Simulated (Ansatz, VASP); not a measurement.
**Two plane-wave programs on GaN**

The input POSCAR:

```
GaN
1.0
    0.0000000000      2.2500000000      2.2500000000
    2.2500000000      0.0000000000      2.2500000000
    2.2500000000      2.2500000000      0.0000000000
Ga N
1 1
Direct
    0.0000000000      0.0000000000      0.0000000000
    0.2500000000      0.2500000000      0.2500000000
```

File INCAR.step1:

```
  PREC = Accurate
  ENCUT = 600
  ISMEAR = 0
  SIGMA = 0.02
  LREAL = F
  LASPH = T
  NELM = 100
  GGA = PE
  ALGO = Normal
  EDIFF = 1E-4
  LWAVE = T
  LCHARG = F
```

File INCAR.step2:

```
  PREC = Accurate
  ENCUT = 600
  EDIFF = 1E-7
  ISMEAR = 0
  SIGMA = 0.02
  LREAL = F
  LASPH = T
  NELM = 100
  ALGO = Normal
  ISIF = 3
  LWAVE = F
  LCHARG = F
  METAGGA = R2SCAN
  LMIXTAU = T
  IBRION = 2
  NSW = 100
  EDIFFG = -0.002
  ISTART = 1
```

File KPOINTS:

```
regular mesh
0
Gamma
  10 10 10
```

Input for Ansatz:

```yaml
crystal:
  lattice:
    - [0.0, 2.25, 2.25]
    - [2.25, 0.0, 2.25]
    - [2.25, 2.25, 0.0]
  atoms:
    - { symbol: Ga, position: [0.0, 0.0, 0.0] }
    - { symbol: "N", position: [0.25, 0.25, 0.25] }
basis:
  ecutwfc: 500
kpoints:
  mp_grid: { grid: [10, 10, 10] }
hamiltonian:
  xc: r2scan
scf:
  occupations: { method: gaussian, width: 0.02 }
output:
  forces: true
  stress: true
  eigenvalues: true
relax:
  adjacent_minimum: "off"
  f_tol: 0.002
  max_steps: 80
  cell: { stress_tol: 0.02 }
```

The cell was built by a generator and isn't the measured one.

Alike in both runs: task relaxation of cell and atoms; functional r2SCAN; k mesh 10 × 10 × 10; occupations gaussian, width 0.02 eV; no spin polarisation.

|  | VASP | Ansatz |
| --- | --- | --- |
| version | VASP 6.6.1 | Ansatz 0.2.0 |
| potentials or method | VASP PAW PBE potentials, release 64 (Ga_d, N) | scalar-relativistic, plane waves, PAW |
| plane-wave cutoff (eV) | 600 | 500 |
| valence electrons in the cell | 18 | 18 |

```csv
,VASP,Ansatz,Ansatz less VASP
"gap on the k mesh at the Fermi level, each at its own relaxed structure (eV)",2.12,2.17,+0.048
relaxed volume (Å³/atom),11.44,11.37,-0.067
relaxed cell length with the largest relative difference (Å),3.187,3.181,-0.0063
```

Caveats: the PAW data sets were made with another functional, which shifts forces and pressure a little (VASP). r2SCAN opens gaps a little over a GGA but as a rule still falls short of measured ones.
